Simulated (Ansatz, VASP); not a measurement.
**One calculation of Al, two programs**

File INCAR:

```
SYSTEM = Al
PREC = Accurate
ENCUT = 520
EDIFF = 1E-8
ISMEAR = -1
SIGMA = 0.08
LREAL = .False.
LASPH = .True.
NELM = 100
ALGO = Normal
ISIF = 2
LWAVE = .False.
LCHARG = .False.
GGA = PE
LEFG = .True.
NBANDS = 10
```

Contents of KPOINTS:

```
Automatic mesh
0
Gamma
  9 9 9
  0 0 0
```

File POSCAR:

```
Al
1.0
    0.0000000000      3.0631333879      3.0631333879
    3.0631333879      0.0000000000      3.0631333879
    3.0631333879      3.0631333879      0.0000000000
Al
2
Direct
    0.0000000000      0.0000000000      0.0000000000
    0.2500000000      0.2500000000      0.2500000000
```

Input for Ansatz:

```yaml
crystal:
  lattice:
    - [0.0, 3.0631333879, 3.0631333879]
    - [3.0631333879, 0.0, 3.0631333879]
    - [3.0631333879, 3.0631333879, 0.0]
  atoms:
    - { symbol: Al, position: [0.0, 0.0, 0.0] }
    - { symbol: Al, position: [0.25, 0.25, 0.25] }
kpoints:
  mp_grid: { grid: [9, 9, 9] }
scf:
  occupations: { method: fermi_dirac, width: 0.08 }
hamiltonian:
  xc: pbe
  pseudopotentials: { kind: paw }
output:
  forces: true
  stress: true
  eigenvalues: true
  efg: { contact_densities: true }
```

Change from the starting cell: volume scaled by 1.04, PAW files.

Alike in both runs: task electric field gradients; functional PBE; k mesh 9 × 9 × 9; occupations fermi-dirac, width 0.08 eV; no spin polarisation.

|  | VASP | Ansatz |
| --- | --- | --- |
| version | VASP 6.6.1 | Ansatz 0.2.0 |
| potentials or method | VASP PAW PBE potentials, release 64 (Al) | PAW with Ansatz's default frozen-core files, scalar-relativistic |
| plane-wave cutoff (eV) | 520 | 420 |
| valence electrons in the cell | 6 | 6 |

|  | VASP | Ansatz | Ansatz less VASP |
| --- | --- | --- | --- |
| pressure (GPa) | -1.4 | -1.3 | +0.02 |
| Vzz of the field gradient on the site that differs most (V/Å²) | 0.0 | 0.0 | 0.00 |

The functional is the same, so the differences come from potentials, cutoffs and numerics.
